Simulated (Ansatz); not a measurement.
**MgO: band structure with BLYP+D3(BJ)**

**Experimental background.**

“Electronic structure of alkaline earth and post-transition metal oxides”, 2009, arxiv:0908.1581 quotes, for a bulk crystal of MgO: band gap 7.83 eV.

MgO:

```
CELL_PARAMETERS angstrom
2.96561 0.00000 0.00000
1.48280 2.56829 0.00000
1.48280 0.85610 2.42141
ATOMIC_POSITIONS crystal
Mg 0.00000 0.00000 0.00000
O 0.50000 0.50000 0.50000
```

The cell is a database's computed one.

```json
{
 "Program": "Ansatz 0.2.0",
 "Task": "band structure",
 "Functional": "BLYP",
 "Dispersion": "D3(BJ)",
 "Potentials or basis": "PseudoDojo LDA",
 "Cutoff": "1143 eV",
 "Density cutoff": "4572 eV",
 "k mesh": "11 × 11 × 11",
 "Occupations": "methfessel-paxton, width 0.01 eV",
 "Spin": "no spin polarisation",
 "Driver": "chain",
 "Path": "[[\"G\", \"X\", \"W\", \"K\", \"G\", \"L\", \"U\", \"W\", \"L\", \"K\"], [\"U\", \"X\"]]",
 "Points for each segment of the path": "14"
}
```

The pressure is -3.1 GPa. The band gap on the k mesh is 5.33 eV, direct. The band gap along the path is 5.33 eV, direct.

Levels at the corners of the path, in eV from the valence-band top:
```csv
point,band 5,band 6,band 7,band 8,band 9,band 10,band 11,band 12
Γ,-16.95,0.00,0.00,0.00,5.33,16.27,16.27,16.27
X,-15.36,-3.98,-1.33,-1.33,9.68,10.35,13.46,19.25
W,-15.30,-2.87,-2.87,-1.73,12.08,12.08,12.47,15.89
K,-15.34,-3.40,-2.64,-1.12,10.58,12.10,12.92,18.39
Γ,-16.95,0.00,0.00,0.00,5.33,16.27,16.27,16.27
L,-15.60,-4.51,-0.64,-0.64,8.41,12.96,16.59,16.59
U,-15.34,-3.40,-2.64,-1.12,10.58,12.10,12.92,18.39
W,-15.30,-2.87,-2.87,-1.73,12.08,12.08,12.47,15.89
L,-15.60,-4.51,-0.64,-0.64,8.41,12.96,16.59,16.59
K,-15.34,-3.40,-2.64,-1.12,10.58,12.10,12.92,18.39
U,-15.34,-3.40,-2.64,-1.12,10.58,12.10,12.92,18.39
X,-15.36,-3.98,-1.33,-1.33,9.68,10.35,13.46,19.25
```

It took 4.2 s on 2 threads of Arm Neoverse V1, on a shared host, peak memory 0.44 GiB.

A measured gap of MgO is 7.83 eV (quoted in “Electronic structure of alkaline earth and post-transition metal oxides”, 2009, arxiv:0908.1581); the calculated 5.33 eV misses it by -2.50 eV. The value is that of BLYP+D3(BJ), without temperature or zero-point motion. Semilocal functionals fall short of measured gaps as a rule. The cell is a database's relaxed one, not the measured one, which moves gaps too.

Caveat: the potentials were made for another functional, which shifts forces and pressure.
